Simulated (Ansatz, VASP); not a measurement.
**One calculation of MgO, two programs**

File INCAR:

```
SYSTEM = MgO
  PREC = Accurate
  ENCUT = 520
  EDIFF = 1E-7
  ISMEAR = 0
  SIGMA = 0.02
  LREAL = .FALSE.
  LASPH = .TRUE.
  NELM = 80
  ALGO = Normal
  ISIF = 2
  LWAVE = .FALSE.
  LCHARG = .TRUE.
  GGA = PS
  LELF = .TRUE.
  LVHAR = .TRUE.
  NBANDS = 11
```

The input KPOINTS:

```
Automatic mesh
0
G
  10 10 10
  0 0 0
```

Contents of POSCAR:

```
MgO
1.0
    0.0000000000      2.1071294686      2.1071294686
    2.1071294686      0.0000000000      2.1071294686
    2.1071294686      2.1071294686      0.0000000000
Mg O
1 1
Direct
    0.0000000000      0.0000000000      0.0000000000
    0.5000000000      0.5000000000      0.5000000000
```

Input for Ansatz:

```yaml
crystal:
  lattice:
    - [0.0, 2.1071294686, 2.1071294686]
    - [2.1071294686, 0.0, 2.1071294686]
    - [2.1071294686, 2.1071294686, 0.0]
  atoms:
    - { symbol: Mg, position: [0.0, 0.0, 0.0] }
    - { symbol: O, position: [0.5, 0.5, 0.5] }
basis:
  ecutwfc: 420
kpoints:
  mp_grid: { grid: [10, 10, 10] }
hamiltonian:
  xc: pbesol
scf:
  occupations: { method: gaussian, width: 0.02 }
output:
  forces: false
  stress: false
  eigenvalues: true
  eigenstates:
    kpoints:
      - [0.0, 0.0, 0.0]
      - [0.0, 0.006707201, 0.006707201]
      - [0.0, -0.006707201, -0.006707201]
      - [0.006707201, 0.0, 0.006707201]
      - [-0.006707201, 0.0, -0.006707201]
      - [0.006707201, 0.006707201, 0.0]
      - [-0.006707201, -0.006707201, 0.0]
      - [0.004742708, 0.004742708, 0.009485415]
      - [-0.004742708, -0.004742708, -0.009485415]
      - [0.004742708, 0.009485415, 0.004742708]
      - [-0.004742708, -0.009485415, -0.004742708]
      - [0.009485415, 0.004742708, 0.004742708]
      - [-0.009485415, -0.004742708, -0.004742708]
      - [0.007744809, 0.007744809, 0.007744809]
      - [-0.007744809, -0.007744809, -0.007744809]
      - [0.0, 0.0, 0.0]
      - [0.0, 0.006707201, 0.006707201]
      - [0.0, -0.006707201, -0.006707201]
      - [0.006707201, 0.0, 0.006707201]
      - [-0.006707201, 0.0, -0.006707201]
      - [0.006707201, 0.006707201, 0.0]
      - [-0.006707201, -0.006707201, 0.0]
      - [0.004742708, 0.004742708, 0.009485415]
      - [-0.004742708, -0.004742708, -0.009485415]
      - [0.004742708, 0.009485415, 0.004742708]
      - [-0.004742708, -0.009485415, -0.004742708]
      - [0.009485415, 0.004742708, 0.004742708]
      - [-0.009485415, -0.004742708, -0.004742708]
      - [0.007744809, 0.007744809, 0.007744809]
      - [-0.007744809, -0.007744809, -0.007744809]
    e_range: [-6.118989, 6.118989]
checkpoint:
  read: start.run
  write: ck
  compress: false
  write_wavefunctions: false
  write_every: 100000
```

Alike in both runs: task single point; functional PBEsol; k mesh 10 × 10 × 10; occupations gaussian, width 0.02 eV; no spin polarisation.

|  | VASP | Ansatz |
| --- | --- | --- |
| version | VASP 6.6.1 | Ansatz 0.2.0 |
| potentials or method | VASP PAW PBE potentials, release 64 (Mg, O) | scalar-relativistic, plane waves, PAW |
| plane-wave cutoff (eV) | 520 | 420 |
| valence electrons in the cell | 8 | 16 |

```csv
,VASP,Ansatz,Ansatz less VASP
gap on the k mesh at the Fermi level (eV),4.62,4.62,0.000
least direct gap on the mesh (eV),4.62,4.62,0.000
```

The two sets of potentials don't hold the same shells in valence.

 PBEsol gaps usually lie below the measured ones, often by a third to a half.
